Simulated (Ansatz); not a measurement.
**Frozen normal mode in HfO2**

All numbers below come from Ansatz 0.2.0, DFT r2SCAN, scalar-relativistic, plane waves, PAW. Settings: plane waves to 500 eV, k-mesh 6×6×6 (Γ-centred), Gaussian smearing 0.05 eV. Spin–orbit coupling is left out, which can shift energies with elements as heavy as these. No spin polarisation. Energies are free energies at this smearing, counted from the undisturbed cell; pressure is positive in compression.

The starting cell (relaxed at this level; this form isn't the usual structure):

```
Hf O
1.0
     3.57682    0.00000    0.00000
     0.00000    3.57682    0.00000
     0.00000    0.00000    5.20267
Hf O
2 4
Direct
  0.50000 0.50000 0.50000
  0.00000 0.00000 0.00000
  0.00000 0.50000 0.69616
  0.50000 0.00000 0.80384
  0.50000 0.00000 0.30384
  0.00000 0.50000 0.19616
```

A zone-centre mode of this cell is frozen in: each atom moves by x times its row below, so x is the largest displacement.
```
atom ux uy uz
 Hf1  0.000  0.000  -0.179
 Hf2  0.000  0.000  -0.179
  O3  0.000  0.000   1.000
  O4  0.000  0.000   1.000
  O5  0.000  0.000   1.000
  O6  0.000  0.000   1.000
```

```
  x (Å)  ΔE (meV/cell)
-0.2000          552.0
-0.1000          140.0
 0.0000            0.0
 0.0250            8.8
 0.0500           35.1
 0.0750           78.9
 0.1250          218.1
 0.1500          313.0
 0.1750          424.4
```

Task: Predict the pressure (GPa) at each point.

Result:
| x (Å) | pressure (GPa) |
| --- | --- |
| -0.2000 | 5.9 |
| -0.1000 | 1.5 |
| 0.0000 | 0.0 |
| 0.0250 | 0.1 |
| 0.0500 | 0.4 |
| 0.0750 | 0.8 |
| 0.1250 | 2.3 |
| 0.1500 | 3.4 |
| 0.1750 | 4.6 |